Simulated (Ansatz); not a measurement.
Consider the formation energy of ZnTe (zinc blende, F-43m) from the elements. Reaction: Te (P3₁21) + Zn (hcp) → ZnTe (zinc blende). Negative: the products are lower in energy. The value is per atom of the solid.

ZnTe (zinc blende, F-43m), 2 atoms in the cell. Conventional cell: a = 6.085 Å, b = 6.085 Å, c = 6.085 Å, α = 90.00°, β = 90.00°, γ = 90.00°.

Setting: static, neutral cells in Ansatz (PAW) whose structures rest at the PBE+D3(BJ) level. Ansatz (an electronic-structure program) runs with its PAW set soft_1. Other levels take these structures. HSE06 runs on coarser k-point meshes, mended by the PBE difference between the two meshes. Some cells are metallic or hold partly filled levels, where a hybrid on a coarse mesh is less sure. The lattices are those relaxed with PBE+D3(BJ), so at other levels the solids can be strained, which adds to the spread. A dispersion term (D3(BJ), or D4 for r2SCAN) was computed beside these levels and is taken off wherever the name lacks it. The runs are scalar-relativistic, without spin-orbit coupling.

Measured enthalpy at 298 K, from tabulated formation enthalpies: -0.61 eV/atom (as tabulated in Zhang and co-workers, 2018, doi:10.1038/s41524-018-0065-z). It holds thermal and zero-point parts that the computed values lack, which would shift all levels alike, taken here as about 0.04 eV/atom at most.

Which of the levels (PBE, LDA, PBEsol, RPBE, r2SCAN, HSE06) reproduces the measured value best, and by how much do the others miss?


```tsv
Functional	computed (eV/atom)	computed less measured
r2SCAN	-0.58	0.03
HSE06	-0.64	-0.03
RPBE	-0.52	0.09
PBE	-0.48	0.13
PBEsol	-0.40	0.21
LDA	-0.39	0.22
```

r2SCAN comes closest as the numbers stand, but a common shift within 0.04 eV/atom could hand that to HSE06; LDA misses by 0.22 eV/atom.
